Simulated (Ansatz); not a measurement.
A plane-wave DFT run in Ansatz 0.2.0 (scalar-relativistic PAW potentials unless the input names others): input and command.

```yaml
crystal:
  lattice:
    - [13.1, 0.0, 0.0]
    - [0.0, 14.7, 0.0]
    - [0.0, 0.0, 5.3469684027]
  atoms:
    - { symbol: Zn, position: [0.6126990925, 0.5, 0.75], spin: 0.3 }
    - { symbol: S, position: [0.5737994644, 0.3971824742, 0.0241449972], spin: 0.3 }
    - { symbol: S, position: [0.5737994644, 0.6028175258, 0.4758550028], spin: 0.3 }
    - { symbol: Zn, position: [0.4359949873, 0.5, 0.25], spin: 0.3 }
    - { symbol: S, position: [0.3490126471, 0.3853389722, 0.4419897126], spin: 0.3 }
    - { symbol: Zn, position: [0.448967527, 0.3734314028, 0.7511312116], spin: 0.3 }
    - { symbol: Zn, position: [0.448967527, 0.6265685972, 0.7488687884], spin: 0.3 }
    - { symbol: S, position: [0.3490126471, 0.6146610278, 0.0580102874], spin: 0.3 }
basis:
  ecutwfc: 420
  ecutrho_ratio: 6
kpoints:
  mp_grid: { grid: [1, 1, 6] }
hamiltonian:
  xc: pbe
scf:
  occupations: { method: gaussian, width: 0.05 }
output:
  forces: true
  eigenvalues: true
  stress: true
magnetization:
  spin_polarized: true
```

```bash
ansatz run input.yaml --threads 4 --pin off --max-ram 9216MiB --backend cpu --events-out ev --progress --plain --runs-dir out
```

Abridged log:
```
Basis set: ecut = 420 eV, 20063 PW (Γ), exchange–correlation on 216×250×90 points (8 copies of the dense FFT grid, shifted against one another)
Bands: 46, of which v1, the nominal top of the filled ones, is band 36 counted from 1 (35 counted from 0)
Symmetry: 2 space group operations
k-points: 4 of 6
SCF iter   1: F=—  HF=-16890.052628 eV  |F-HF|=—  |Δ(HF+E_count)|=         —  Δρ=1.54e-2 (↑1.54e-2 ↓1.22e-2) dr2=1.12e1  dr2_m=7.33e-1  M=0.000 μB ∫|m|=0.192 μB  β_m=0.30  ethr=3.10e-3  ⟨swp⟩=12.0  Hψ=1935  notcnv=0
spin=Collinear: Resta preconditioning applied to the charge; magnetization (m = ρ↑ − ρ↓) channel mixes plain (no charge-response kernel on spin).
SCF iter   2: F=—  HF=-16887.255985 eV  |F-HF|=—  |Δ(HF+E_count)|=    2.80e0  Δρ=9.06e-3 (↑7.07e-3 ↓9.06e-3) dr2=1.88e0  dr2_m=3.72e-1  M=0.000 μB ∫|m|=0.148 μB  β_m=0.30  ethr=3.10e-3  ⟨swp⟩=3.0  Hψ=832  notcnv=0  defer=20
SCF iter   3: F=—  HF=-16886.754659 eV  |F-HF|=—  |Δ(HF+E_count)|=   5.01e-1  Δρ=5.28e-3 (↑5.07e-3 ↓5.28e-3) dr2=2.69e-1  dr2_m=1.87e-1  M=0.000 μB ∫|m|=0.118 μB  β_m=0.30  ethr=2.61e-3  ⟨swp⟩=2.9  Hψ=570  notcnv=0  defer=20
SCF iter   4: F=—  HF=-16886.718617 eV  |F-HF|=—  |Δ(HF+E_count)|=   3.60e-2  Δρ=3.42e-3 (↑3.42e-3 ↓3.40e-3) dr2=4.95e-2  dr2_m=9.43e-2  M=0.000 μB ∫|m|=0.092 μB  β_m=0.30  ethr=3.74e-4  ⟨swp⟩=3.0  Hψ=726  notcnv=0  defer=20
SCF iter   5: F=—  HF=-16886.723538 eV  |F-HF|=—  |Δ(HF+E_count)|=   4.92e-3  Δρ=2.36e-3 (↑2.21e-3 ↓2.36e-3) dr2=6.20e-3  dr2_m=4.76e-2  M=0.000 μB ∫|m|=0.072 μB  β_m=0.30  ethr=6.87e-5  ⟨swp⟩=3.0  Hψ=670  notcnv=0  defer=20
SCF iter   6: F=—  HF=-16886.728635 eV  |F-HF|=—  |Δ(HF+E_count)|=   5.10e-3  Δρ=1.68e-3 (↑1.52e-3 ↓1.68e-3) dr2=6.67e-4  dr2_m=2.41e-2  M=0.000 μB ∫|m|=0.057 μB  β_m=0.30  ethr=8.62e-6  ⟨swp⟩=2.0  Hψ=620  notcnv=0  defer=20
SCF iter   7: F=—  HF=-16886.730992 eV  |F-HF|=—  |Δ(HF+E_count)|=   2.36e-3  Δρ=1.15e-3 (↑1.12e-3 ↓1.15e-3) dr2=7.19e-5  dr2_m=1.22e-2  M=0.000 μB ∫|m|=0.044 μB  β_m=0.30  ethr=9.26e-7  ⟨swp⟩=2.0  Hψ=550  notcnv=0  defer=20
Mixer restart at iter 7: flushing history
spin-set hold released at iteration 7 (site moments contracting): the magnetisation degrees of freedom join the quasi-Newton model from the next iteration; the mixer history was flushed
SCF iter   8: F=—  HF=-16886.732064 eV  |F-HF|=—  |Δ(HF+E_count)|=   1.07e-3  Δρ=8.24e-4 (↑8.02e-4 ↓8.24e-4) dr2=3.31e-5  dr2_m=6.23e-3  M=0.000 μB ∫|m|=0.035 μB  β_m=0.65  ethr=9.99e-8  ⟨swp⟩=2.0  Hψ=648  notcnv=0  defer=20
SCF iter   9: F=—  HF=-16886.733360 eV  |F-HF|=—  |Δ(HF+E_count)|=   1.30e-3  Δρ=2.78e-5 (↑2.78e-5 ↓1.98e-5) dr2=4.48e-6  dr2_m=4.80e-6  M=0.000 μB ∫|m|=0.006 μB  β_m=0.71  ethr=4.60e-8  ⟨swp⟩=3.0  Hψ=704  notcnv=0  defer=20
SCF iter  10: F=—  HF=-16886.733370 eV  |F-HF|=—  |Δ(HF+E_count)|=   9.38e-6  Δρ=1.33e-5 (↑1.17e-5 ↓1.33e-5) dr2=2.53e-6  dr2_m=1.13e-6  M=0.000 μB ∫|m|=0.003 μB  β_m=0.72  ethr=6.23e-9  ⟨swp⟩=2.0  Hψ=636  notcnv=0  defer=20
SCF iter  11: F=—  HF=-16886.733371 eV  |F-HF|=—  |Δ(HF+E_count)|=   1.53e-6  Δρ=7.59e-6 (↑7.59e-6 ↓7.50e-6) dr2=1.10e-6  dr2_m=3.41e-7  M=0.000 μB ∫|m|=0.002 μB  β_m=0.70  ethr=3.51e-9  ⟨swp⟩=2.0  Hψ=628  notcnv=0  defer=20
SCF iter  12: F=—  HF=-16886.733372 eV  |F-HF|=—  |Δ(HF+E_count)|=   3.87e-7  Δρ=4.48e-6 (↑4.48e-6 ↓2.17e-6) dr2=3.84e-7  dr2_m=7.76e-8  M=0.000 μB ∫|m|=0.001 μB  β_m=0.59  ethr=1.53e-9  ⟨swp⟩=2.0  Hψ=554  notcnv=0  defer=20
SCF iter  13: F=—  HF=-16886.733372 eV  |F-HF|=—  |Δ(HF+E_count)|=   5.59e-8  Δρ=1.23e-6 (↑1.23e-6 ↓6.40e-7) dr2=1.85e-8  dr2_m=7.27e-9  M=0.000 μB ∫|m|=0.000 μB  β_m=0.66  ethr=1.39e-10  ⟨swp⟩=12.8  Hψ=1703  notcnv=0
SCF iter  14: F=—  HF=-16886.733372 eV  |F-HF|=—  |Δ(HF+E_count)|=   1.07e-8  Δρ=3.31e-7 (↑2.47e-7 ↓3.31e-7) dr2=2.13e-9  dr2_m=5.16e-10  M=0.000 μB ∫|m|=0.000 μB  β_m=0.62  ethr=2.58e-11  ⟨swp⟩=4.0  Hψ=1045  notcnv=0
SCF iter  15: F=-16886.733372 eV  HF=-16886.733372 eV  |F-HF|=4.73e-11  |Δ(HF+E_count)|=  7.06e-10  Δρ=5.01e-8 (↑4.59e-8 ↓5.01e-8) dr2=1.26e-11  dr2_m=1.93e-11  M=0.000 μB ∫|m|=0.000 μB  ethr=2.97e-12  ⟨swp⟩=3.0  Hψ=882  notcnv=0
SCF 1 converged in 15 iterations: F = -16886.733372 eV  dr2 = 1.26e-11
WARN: the starting moments were not kept: the SCF closed with an absolute magnetisation of 1.1e-5 μB, where they sum to 2.4 μB in size (8 sites). That is at most 0.1 of that sum. Measured as dr2_m measures the in/out step, that magnetisation stands 4.2e-12 eV from none, at or under the dr2_threshold of 1.0e-7 eV: it is no larger than a step whose dr2_m would equal this threshold. The system may hold no moment; this SCF shows only that its start led to no more than that. To try another start: raise the starting moments (crystal.atoms[].spin, magnetization.per_species, magnetization.initial_magn ...
SCF converged after 15 iterations
Magnetization: 0.0000 μB (36.0000 up, 36.0000 down)
Absolute magnetization: 0.0000 μB (∫|ρ↑−ρ↓|, with the PAW one-centre terms)
Spin contamination: 0.0000 ħ² per cell (⟨S²⟩ above its minimum at these occupations)
Per-site moments (μB) at R_I (Å): [(-6.69697695e-8, 0.89358971), (7.45186019e-8, 0.89358971), (7.45186019e-8, 0.89358971), (-1.81052996e-7, 0.94002841), (6.75686866e-7, 0.87285433), (-2.92603257e-8, 0.87285433), (-2.92603258e-8, 0.87285433), (6.75686866e-7, 0.87285433)]
Free energy (F): -16886.733372 eV
Harris-Foulkes:  -16886.733372 eV  (|F-HF|=4.73e-11)
Internal energy: -16886.733372 eV  (E = F + TS)
E sigma→0 (E₀):  -16886.733372 eV
Fermi energy:    -2.858735 eV
--- Forces (eV/Å), atoms counted from 1 ---
  atom   1  Zn     0.01851767     0.00000000     0.00000000
  atom   2  S     -0.00995035    -0.00908679    -0.01398261
  atom   3  S     -0.00995035     0.00908679     0.01398261
  atom   4  Zn     0.00342672     0.00000000     0.00000000
  atom   5  S     -0.00606227    -0.00490184    -0.00186208
  atom   6  Zn     0.00503746    -0.00071652     0.01443321
  atom   7  Zn     0.00503746     0.00071652    -0.01443321
  atom   8  S     -0.00606227     0.00490184     0.00186208
--- Stress (GPa, compression-positive) ---
       -0.007786       0.000000       0.000000
        0.000000       0.007996      -0.000787
        0.000000      -0.000787       0.001941
  P = ⅓ Tr σ = 0.0007 GPa (0.007 kbar)
```

Apart from outputs, empty bands and the relaxation, which only the reference makes, the input differs from a reference run on usual settings in basis.ecutrho_ratio: not typed → 6. The reference, at the same geometry, ended its own course with pressure 0.00 GPa (averaged over a cell that holds vacuum), largest force 0.019 eV/Å, gap on the mesh 2.19 eV. This run converged in 15 SCF iterations with an energy at zero smearing within 0.01 meV/atom of the reference's, pressure 0.00 GPa (averaged over a cell that holds vacuum), largest force 0.019 eV/Å, gap on the mesh 2.19 eV.

It took 6 s on 4 threads of AMD EPYC 9R45 96-Core Processor (Zen 5) (shared host), peak memory 1.8 GiB.